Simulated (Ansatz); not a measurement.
# CoO in Ansatz: the effect of functional

Crystal: CoO.

```
Co O
1.0
    -1.49788    1.49788    2.09310
     1.49788   -1.49788    2.09310
     1.49788    1.49788   -2.09310
Co O
1 1
Cartesian
  0.0000 0.0000 0.0000
  0.0000 0.0000 2.0931
```

The cell isn't the ideal one: volume scaled by 0.98.

Alike in all runs:

```yaml
Program: Ansatz 0.2.0
Task: single point
Potentials_or_basis: Ansatz PAW
k_mesh: 12 × 12 × 12
Occupations: fermi-dirac, width 0.05 eV
Spin: collinear spin, ferromagnetic start
Starting_moments: "[2.0, 0.0] μB"
```

| functional | cutoff | gap on the mesh (eV) | pressure (GPa) | moment (μB) |
| --- | --- | --- | --- | --- |
| LDA | 420 eV (not typed: the program's choice for these potentials) | none | -15.4 | 2.77 |
| PBEsol | 420 eV (not typed: the program's choice for these potentials) | ? | ? | ? |
| r2SCAN | 500 eV (not typed: the program's choice for these potentials) | 0.24 | 4.5 | 3.00 |

Q: What does the run with functional PBEsol give?

A: gap on the mesh none; pressure -5.9 GPa; moment 2.90 μB.

Caveats: a cell with one magnetic atom can't hold antiferromagnetic order, which such compounds often take; the PAW data sets come from PBE, with cores solved anew for the run's functional, which leaves a small shift of forces and pressure; semilocal functionals often make such compounds metallic where correlation or magnetic order opens a gap, which also shifts bond lengths (some runs); the magnetic or orbital state may not be the lowest (some runs).

A k mesh can miss the band edges.

A gap of «none» marks a metal or a gap under the smearing width.

Runs at the PBE level aren't shown here.
